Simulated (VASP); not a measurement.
# Al2O3 (P-6m2) in VASP: a series of runs

Aim: see how the results for Al2O3 move with the level of theory and the settings. Levels: PBE, LDA. Tasks: relaxation of cell and atoms.

Everything below comes from runs of VASP 6.6.1. Logs are shortened: lines on timing, memory, paths and dates and some standing lists are left out, and cuts for length are marked.

**1. The crystal as given**

Symmetry: P-6m2, No. 187, hexagonal system. Conventional cell: a = 2.884 Å, b = 2.884 Å, c = 9.337 Å, α = 90.00°, β = 90.00°, γ = 120.00°. Al (site symmetry 3m) is surrounded by 3 O at 1.80 Å. O (site symmetry 3m) is surrounded by 3 Al at 1.80 Å. O (site symmetry -6m2) has 6 Al at 2.18 Å as nearest neighbours.

Measurements of this composition are mostly on another form, of space group No. 167.

**2. Relaxation of cell and atoms, PBE**

File INCAR:

```
SYSTEM = Al2O3
ALGO = Normal ; EDIFF = 1E-7
EDIFFG = -0.01 ; ENCUT = 600
GGA = PE ; IBRION = 2
ISIF = 3 ; ISMEAR = -1
LASPH = .TRUE. ; LCHARG = .FALSE.
LREAL = .FALSE. ; LWAVE = .FALSE.
NELM = 80 ; NSW = 60
PREC = Accurate ; PSTRESS = 0
SIGMA = 0.05
```

File KPOINTS:

```
k-points
0
G
  8 8 3
  0 0 0
```

File POSCAR:

```
Al2O3
1.0
    2.8843249483      0.0000000000      0.0000000000
   -1.4421624742      2.4978986780      0.0000000000
    0.0000000000      0.0000000000      9.3367544600
Al O
2 3
Direct
    0.0000000000      0.0000000000      0.8500076700
    0.0000000000      0.0000000000      0.1499923300
    0.3333333333      0.6666666667      0.7776830800
    0.6666666667      0.3333333333      0.0000000000
    0.3333333333      0.6666666667      0.2223169200
```

Potentials or basis: VASP PAW PBE potentials, release 64 (Al, O).

On the command line:

```sh
> cat potpaw_PBE.64/Al/POTCAR potpaw_PBE.64/O/POTCAR > POTCAR
> mpirun -np 1 vasp_std > vasp.out
```

OUTCAR:

```text
SYSTEM = Al2O3
   EDIFF = 1E-7
   EDIFFG = -0.01
   ENCUT = 600
   GGA = PE
   IBRION = 2
   ISIF = 3
   ISMEAR = -1
   LASPH = .TRUE.
   LREAL = .FALSE.
   NELM = 80
   NSW = 60
   PREC = Accurate
   PSTRESS = 0

 ion  position               nearest neighbor table
   1  0.000  0.000  0.850-   3 1.80   3 1.80   3 1.80   4 2.18   4 2.18   4 2.18   2 2.80
   2  0.000  0.000  0.150-   5 1.80   5 1.80   5 1.80   4 2.18   4 2.18   4 2.18   1 2.80
   3  0.333  0.667  0.778-   1 1.80   1 1.80   1 1.80
   4  0.667  0.333  0.000-   1 2.18   2 2.18   1 2.18   2 2.18   1 2.18   2 2.18
   5  0.333  0.667  0.222-   2 1.80   2 1.80   2 1.80

  LATTYP: Found a hexagonal cell.
 ALAT       =     2.8843249483
 C/A-ratio  =     3.2370674689

  Lattice vectors:

 A1 = (   2.8843249483,   0.0000000000,   0.0000000000)
 A2 = (  -1.4421624742,   2.4978986780,   0.0000000000)
 A3 = (   0.0000000000,   0.0000000000,   9.3367544600)

Analysis of symmetry for initial positions (statically):
=====================================================================
 Subroutine PRICEL returns:
 Original cell was already a primitive cell.

 Routine SETGRP: Setting up the symmetry group for a
 hexagonal supercell.

 Subroutine GETGRP returns: Found 12 space group operations
 (whereof 12 operations were pure point group operations)
 out of a pool of 24 trial point group operations.

The static configuration has the point symmetry D_3h.

Analysis of symmetry for dynamics (positions and initial velocities):
=====================================================================
 Subroutine PRICEL returns:
 Original cell was already a primitive cell.

 Routine SETGRP: Setting up the symmetry group for a
 hexagonal supercell.

 Subroutine GETGRP returns: Found 12 space group operations
 (whereof 12 operations were pure point group operations)
 out of a pool of 24 trial point group operations.

The dynamic configuration has the point symmetry D_3h.

 Subroutine INISYM returns: Found 12 space group operations
 (whereof 12 operations are pure point group operations),
 and found     1 'primitive' translations

----------------------------------------------------------------------------------------

                                     Primitive cell

  volume of cell :      67.2690

  direct lattice vectors                    reciprocal lattice vectors
[... 90 lines left out ...]
   EDIFFG = -.1E-01   stopping-criterion for IOM
   NSW    =     60    number of steps for IOM
   IBRION =      2    ionic relax: 0-MD 1-quasi-New 2-CG
   NFREE  =      1    steps in history (QN), initial steepest desc. (CG)
   ISIF   =      3    stress and relaxation
   ISYM   =      2    0-nonsym 1-usesym 2-fastsym
   POTIM  = 0.5000    time-step for ionic-motion
   TEBEG  =    0.0;   TEEND  =   0.0 temperature during run
   PSTRESS=    0.0 pullay stress
   NELECT =      24.0000    total number of electrons
   NUPDOWN=      -1.0000    fix difference up-down
   EMIN   =  10.00;   EMAX   =-10.00  energy-range for DOS
   EFERMI =   0.00;   METHOD = LEGACY
   ISMEAR =    -1;   SIGMA  =   0.05  broadening in eV -4-tet -1-fermi 0-gaus
   EFERMI_NEDOS =   21; number of points for ismear=-14 and -15
   IALGO  =     38    algorithm
   IMIX   =      4    mixing-type and parameters
     AMIX     =   0.40;   BMIX     =  1.00
     AMIX_MAG =   1.60;   BMIX_MAG =  1.00
  volume/ion in A,a.u.               =      13.45        90.79
  Fermi-wavevector in a.u.,A,eV,Ry     =   1.161111  2.194181 18.343074  1.348178
  Thomas-Fermi vector in A             =   2.297686
   LORBIT       =      0    0 simple, 1 ext, 2 COOP (PROOUT), +10 PAW based schemes
   GGA     = PE    functional components
   LHFCALC =     F    Hartree Fock is set to
   AEXX    =    0.0000 exact exchange contribution
   IVDW    =     0    specifies the selected vdW correction
   LEPSILON=     F    determine dielectric tensor
   LRPA    =     F    only Hartree local field effects (RPA)
 conjugate gradient relaxation of ions
 non-spin polarized calculation
  energy-cutoff  :      600.00
  volume of cell :       67.27
 maximum number of plane-waves:      2252
 NGX is ok and might be reduce to    24
   NGX = 11   NGY = 11   NGZ = 37

--------------------------------------- Ionic step        1  -------------------------------------------

 number of electron      23.9999993 magnetization

 Free energy of the ion-electron system (eV)
  ---------------------------------------------------
  ext. energy  EPLUGINS =         0.00000000
  ---------------------------------------------------
  free energy    TOTEN  =       -36.39408349 eV

  energy without entropy =      -36.39408349  energy(sigma->0) =      -36.39408349

------------------------ aborting loop because EDIFF is reached ----------------------------------------

  FORCE on cell =-STRESS in cart. coord.  units (eV):
  Direction    XX          YY          ZZ          XY          YZ          ZX
  --------------------------------------------------------------------------------------
  -------------------------------------------------------------------------------------
  Total       -0.0156990     -0.0156990     -0.1131946      0.0000000      0.0000000      0.0000000
  in kB       -0.3739112     -0.3739112     -2.6960102      0.0000000      0.0000000      0.0000000
  external PRESSURE =      -1.1479442 kB  Pullay stress =       0.0000000 kB
[... 98 lines left out ...]
  FREE ENERGIE OF THE ION-ELECTRON SYSTEM (eV)
  ---------------------------------------------------
  free  energy   TOTEN  =       -36.3941729789 eV

  energy  without entropy=      -36.3941729788  energy(sigma->0) =      -36.39417298

[... ionic steps 4 to 26 ...]

--------------------------------------- Ionic step       27  -------------------------------------------

 number of electron      23.9999992 magnetization

------------------------ aborting loop because EDIFF is reached ----------------------------------------
[... 73 lines left out ...]
--------------------------------------- Ionic step       29  -------------------------------------------

 number of electron      23.9999995 magnetization

 Free energy of the ion-electron system (eV)
  ---------------------------------------------------
  ext. energy  EPLUGINS =         0.00000000
  ---------------------------------------------------
  free energy    TOTEN  =       -36.41451791 eV

  energy without entropy =      -36.41451791  energy(sigma->0) =      -36.41451791

 E-fermi :   3.7533     XC(G=0):  -9.7059

 val. band max:        2.6382788715   @ k =   0.1250   0.1250   0.0000
 cond. band min:       7.2639966180   @ k =   0.0000   0.0000   0.0000
 fundamental gap:      4.6257177465
 Fermi energy:         3.7532926253

 k-point     1 :       0.0000    0.0000    0.0000
  band No.  band energies     occupation
      1     -16.1288      2.00000
      2     -15.1022      2.00000
      3     -13.9355      2.00000
      4      -2.3617      2.00000
      5       0.3274      2.00000
      6       1.0971      2.00000
[... 401 lines left out ...]
  FREE ENERGIE OF THE ION-ELECTRON SYSTEM (eV)
  ---------------------------------------------------
  free  energy   TOTEN  =       -36.4145179059 eV

  energy  without entropy=      -36.4145179058  energy(sigma->0) =      -36.41451791

 reached required accuracy - stopping structural energy minimisation
```

Run time: 8.4 min. Hardware: 1 thread of Intel Xeon Platinum 8259CL at 2.50GHz (Skylake/Cascade Lake), shared host; peak memory 0.2 GiB.

Results:

| Property | Result |
| --- | --- |
| Free energy | -36.4145 eV |
| Relaxed volume | 11.38 Å³/atom |
| Relaxed cell | a = 2.884 Å, b = 2.884 Å, c = 7.899 Å, α = 90.00°, β = 90.00°, γ = 120.00° |
| Space group after relaxing (to 0.05 Å) | P-6m2 (No. 187) |
| Energy gained by relaxing | 4.1 meV/atom |
| Ionic steps | 29 |
| Pressure after relaxing | 0.0 GPa |
| Largest force after relaxing | 0.005 eV/Å |
| Band gap on the k mesh | 4.63 eV, indirect (least direct gap 4.79 eV) |

Forces on the atoms (eV/Å):
```
Al   0.000  0.000  0.005
Al   0.000  0.000 -0.005
O    0.000  0.000  0.005
O    0.000  0.000  0.000
O    0.000  0.000 -0.005
```

The path:
| step | energy change (eV) | largest force (eV/Å) | pressure (GPa) | volume (Å³) |
| --- | --- | --- | --- | --- |
| 1 | 0.0000 | 0.0097 | -0.11 | 67.27 |
| 2 | -0.0001 | 0.0187 | 0.01 | 67.18 |
| 3 | -0.0001 | 0.0244 | 0.04 | 67.15 |
| 4 | -0.0002 | 0.0238 | 0.02 | 67.12 |
| 5 | -0.0004 | 0.0284 | -0.03 | 67.03 |
| 6 | -0.0007 | 0.0428 | -0.12 | 66.85 |
| 7 | -0.0009 | 0.0720 | -0.32 | 66.49 |
| 8 | -0.0009 | 0.0727 | -0.32 | 66.48 |
| 9 | -0.0010 | 0.0741 | -0.31 | 66.45 |
| 10 | -0.0011 | 0.0764 | -0.31 | 66.40 |
| 11 | -0.0013 | 0.0812 | -0.30 | 66.29 |
| 12 | -0.0017 | 0.0913 | -0.27 | 66.07 |
| 13 | -0.0026 | 0.1118 | -0.22 | 65.62 |
| 14 | -0.0040 | 0.1538 | -0.10 | 64.74 |
| 15 | -0.0061 | 0.2472 | 0.23 | 62.97 |
| 16 | -0.0028 | 0.4626 | 1.30 | 59.44 |
| 17 | -0.0030 | 0.4624 | 1.30 | 59.36 |
| 18 | -0.0035 | 0.4602 | 1.28 | 59.13 |
| 19 | -0.0043 | 0.4570 | 1.26 | 58.66 |
| 20 | -0.0052 | 0.4537 | 1.23 | 57.73 |
| 21 | -0.0029 | 0.4561 | 1.32 | 55.86 |
| 22 | -0.0044 | 0.4599 | 1.30 | 56.84 |
| 23 | -0.0060 | 0.4281 | 1.15 | 56.86 |
| 24 | -0.0104 | 0.3340 | 0.72 | 56.91 |
| 25 | -0.0159 | 0.1452 | -0.12 | 57.02 |
| 26 | -0.0141 | 0.3161 | -1.78 | 57.24 |
| 27 | -0.0172 | 0.1333 | -0.79 | 57.11 |
| 28 | -0.0186 | 0.0983 | -0.60 | 57.05 |
| 29 | -0.0204 | 0.0053 | -0.04 | 56.88 |

Final structure:
```yaml
crystal:
  lattice:
    - [2.88357, 0.00000, 0.00000]
    - [-1.44178, 2.49724, 0.00000]
    - [0.00000, 0.00000, 7.89924]
  atoms:
    - { symbol: Al, position: [0.00000, 0.00000, 0.82270] }
    - { symbol: Al, position: [0.00000, 0.00000, 0.17730] }
    - { symbol: O, position: [0.33333, 0.66667, 0.73712] }
    - { symbol: O, position: [0.66667, 0.33333, 0.00000] }
    - { symbol: O, position: [0.33333, 0.66667, 0.26288] }
```

Levels at points of the mesh, in eV from the valence-band top:
| k point | band 8 | band 9 | band 10 | band 11 | band 12 | band 13 | band 14 | band 15 | band 16 |
| --- | --- | --- | --- | --- | --- | --- | --- | --- | --- |
| (0.00, 0.00, 0.00) | -1.31 | -1.31 | -0.59 | -0.59 | -0.16 | 4.63 | 7.54 | 8.11 | 10.57 |
| (0.50, 0.00, 0.00) | -2.26 | -2.03 | -1.07 | -0.82 | -0.71 | 7.69 | 8.86 | 8.89 | 11.15 |

Caveat: the volume moved by over 15 % at a fixed basis, so the end points are rough; an odd mesh through Γ misses points on the zone boundary, where band edges often lie.

**3. Relaxation of cell and atoms, LDA**

File INCAR:

```
SYSTEM = Al2O3
PREC     = Accurate       ! precision mode
ENCUT    = 600            ! plane-wave cutoff, eV
EDIFF    = 1E-6           ! SCF threshold, eV
ISMEAR   = 0              ! smearing method
SIGMA    = 0.02           ! smearing width, eV
LREAL    = .False.        ! projectors in reciprocal space
LASPH    = .True.         ! aspherical terms in the spheres
NELM     = 60             ! most SCF steps
ALGO     = Normal         ! electronic algorithm
ISIF     = 3              ! what is computed and relaxed
LWAVE    = .False.        ! write WAVECAR
LCHARG   = .False.        ! write CHGCAR
IBRION   = 2              ! ionic algorithm
NSW      = 60             ! ionic steps
EDIFFG   = -0.02          ! ionic threshold
KPAR     = 2
```

File KPOINTS:

```
Automatic mesh
0
Gamma
  10 10 4
  0 0 0
```

POSCAR is that of step 2.

Potentials or basis: VASP PAW LDA potentials, release 64 (Al, O).

On the command line:

```sh
> cat potpaw_LDA.64/Al/POTCAR potpaw_LDA.64/O/POTCAR > POTCAR
> mpirun -np 2 vasp_std > vasp.out
```

Wall time 9.7 min (2 MPI ranks of Intel Xeon Platinum 8488C (Sapphire Rapids), shared host); peak memory 0.19 GiB.

Results (log left out):

| Item | Value |
| --- | --- |
| Free energy | -40.2118 eV |
| Relaxed volume | 10.20 Å³/atom |
| Relaxed cell | a = 2.842 Å, b = 2.842 Å, c = 7.293 Å, α = 90.00°, β = 90.00°, γ = 120.00° |
| Space group after relaxing (to 0.05 Å) | P-6m2 (No. 187) |
| Energy gained by relaxing | 21.8 meV/atom |
| Ionic steps | 40 |
| Pressure after relaxing | 0.0 GPa |
| Largest force after relaxing | 0.007 eV/Å |
| Band gap on the k mesh | 4.75 eV, indirect (least direct gap 4.92 eV) |

Forces in eV/Å, atoms in the order of the input:
```
Al   0.000  0.000  0.007
Al   0.000  0.000 -0.007
O    0.000  0.000  0.003
O    0.000  0.000  0.000
O    0.000  0.000 -0.003
```

Step by step:
```tsv
step	energy change (eV)	largest force (eV/Å)	pressure (GPa)	volume (Å³)
1	0.0000	0.5015	-6.60	67.27
2	0.0262	1.0053	8.32	62.01
3	-0.0602	0.3680	-0.42	64.80
4	-0.0629	0.2930	0.12	64.22
5	-0.0652	0.0219	-0.11	64.45
6	-0.0653	0.0266	0.03	64.38
7	-0.0653	0.0425	0.13	64.32
8	-0.0653	0.0429	0.12	64.31
9	-0.0654	0.0451	0.09	64.27
10	-0.0656	0.0466	0.04	64.19
11	-0.0655	0.0759	-0.07	64.02
12	-0.0656	0.0533	-0.01	64.12
13	-0.0657	0.0508	-0.02	64.10
14	-0.0658	0.0521	-0.04	64.05
15	-0.0662	0.0554	-0.10	63.95
16	-0.0668	0.0595	-0.19	63.75
17	-0.0680	0.0730	-0.37	63.35
18	-0.0696	0.1366	-0.72	62.54
19	-0.0707	0.3024	-1.36	60.91
20	-0.0708	0.3032	-1.36	60.88
21	-0.0710	0.3052	-1.38	60.78
22	-0.0716	0.3092	-1.41	60.58
23	-0.0727	0.3122	-1.48	60.18
24	-0.0751	0.3193	-1.55	59.39
25	-0.0803	0.3247	-1.67	57.81
26	-0.0922	0.2994	-1.51	54.63
27	-0.0517	0.3357	1.41	48.26
28	-0.0863	0.3968	0.16	53.82
29	-0.0842	0.4568	0.87	51.04
30	-0.0787	0.4655	1.14	50.21
31	-0.0823	0.4616	1.00	50.71
32	-0.0836	0.3939	0.75	50.01
33	-0.0837	0.4028	0.80	50.10
34	-0.0865	0.3750	0.70	50.16
35	-0.0939	0.2903	0.41	50.34
36	-0.1040	0.1179	-0.15	50.71
37	-0.1058	0.2327	-1.22	51.42
38	-0.1079	0.1213	-0.78	51.12
39	-0.1088	0.0383	-0.27	51.05
40	-0.1089	0.0067	0.00	51.02
```

Final structure:
```
Al O
1.0
     2.84219    0.00000    0.00000
    -1.42110    2.46141    0.00000
     0.00000    0.00000    7.29299
Al O
2 3
Direct
  0.00000 0.00000 0.81164
  0.00000 0.00000 0.18836
  0.33333 0.66667 0.72016
  0.66667 0.33333 0.00000
  0.33333 0.66667 0.27984
```

Levels at points of the mesh, in eV from the valence-band top:
```tsv
k point	band 9	band 10	band 11	band 12	band 13	band 14	band 15	band 16
(0.00, 0.00, 0.00)	-1.45	-0.83	-0.83	-0.17	4.75	7.55	8.56	11.39
(0.50, 0.00, 0.00)	-2.19	-1.32	-1.00	-0.89	7.61	8.70	9.03	11.26
(0.00, 0.00, 0.50)	-1.47	-0.87	-0.82	-0.82	5.25	7.24	8.25	12.00
(0.50, 0.00, 0.50)	-2.22	-1.30	-1.25	-0.58	7.72	8.69	9.19	10.15
```

Caveat: the volume moved by over 15 % at a fixed basis, so the end points are rough.

**4. The reference run**

An earlier run on the cell as given: functional PBE; potentials or basis VASP PAW PBE potentials, release 64 (Al, O); cutoff 520 eV; k mesh 11 × 11 × 3; occupations fermi-dirac, width 0.05 eV; no spin polarisation.

- Pressure: 0.1 GPa
- Largest force: 0.012 eV/Å
- Band gap on the k mesh: 4.77 eV, indirect (least direct gap 5.01 eV)

**5. Summary**

```csv
task,level,potentials or basis,cell,k mesh,cutoff (eV),smearing,ladder,gap on the mesh (eV),pressure (GPa),relaxed volume (Å³/atom),largest force (eV/Å)
relaxation of cell and atoms,PBE,"VASP PAW PBE potentials, release 64 (Al, O)",relaxed,8 × 8 × 3,600,fermi-dirac 0.05 eV,-,4.63,0.0,11.38,0.01
relaxation of cell and atoms,LDA,"VASP PAW LDA potentials, release 64 (Al, O)",relaxed,10 × 10 × 4,600,gaussian 0.02 eV,gaps,4.75,0.0,10.20,0.01
single point,PBE,"VASP PAW PBE potentials, release 64 (Al, O)",as given,11 × 11 × 3,520,fermi-dirac 0.05 eV,-,4.77,0.1,-,0.01
```

Alike in all rows: no spin polarisation.

Caveats: the volume moved by over 15 % at a fixed basis, so the end points are rough (some runs); an odd mesh through Γ misses points on the zone boundary, where band edges often lie (some runs).

Total energies depend on the potentials used, so only differences within one code and one set of settings carry meaning.
